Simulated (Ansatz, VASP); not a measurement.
Two plane-wave programs on WS2

```
W S
1.0
     3.18422    0.00000    0.00000
    -1.59211    2.75762    0.00000
     0.00000    0.00000   12.97828
W S
2 4
Cartesian
  0.0000 1.8384 3.2446
  1.5921 0.9192 9.7337
  0.0000 1.8384 8.1738
  1.5921 0.9192 1.6846
  0.0000 1.8384 11.2936
  1.5921 0.9192 4.8045
```

The cell is a database's computed one.

Alike in both runs: task single point; functional PBEsol; k mesh 6 × 6 × 2; occupations gaussian, width 0.1 eV; no spin polarisation.

|  | VASP | Ansatz |
| --- | --- | --- |
| version | VASP 6.6.1 | Ansatz 0.2.0 |
| potentials or method | VASP PAW PBE potentials, release 64 (W_sv, S) | scalar-relativistic, plane waves, PAW |
| plane-wave cutoff (eV) | 520 | 420 |
| valence electrons in the cell | 52 | 52 |

Ansatz gave:

```
gap on the k mesh at the Fermi level (eV)       : 1.19
least direct gap on the mesh (eV)               : 1.73
pressure (GPa)                                  : -2.9
largest component of the traceless stress (GPa) : 1.62
rms of the force components (eV/Å)              : 0.050
```

**Question.** Which values does VASP return?

**Answer.** gap on the k mesh at the Fermi level (eV): 1.20; least direct gap on the mesh (eV): 1.73; pressure (GPa): -2.8; largest component of the traceless stress (GPa): 1.65; rms of the force components (eV/Å): 0.041.

Atom by atom the forces differ by 0.009 eV/Å (rms over components). With one functional, cell and mesh, what is left measures potentials, basis and numerics.

Caveats: the PAW data sets were made with another functional, which shifts forces and pressure a little (VASP); spin-orbit coupling is left out, which moves the levels of the heavy elements; this functional lacks dispersion, which binds the layers, so the pressure and a relaxed spacing across them are unreliable. Expect the measured gap to be larger: semilocal functionals such as PBEsol lack the derivative discontinuity. A k mesh can miss the band edges.
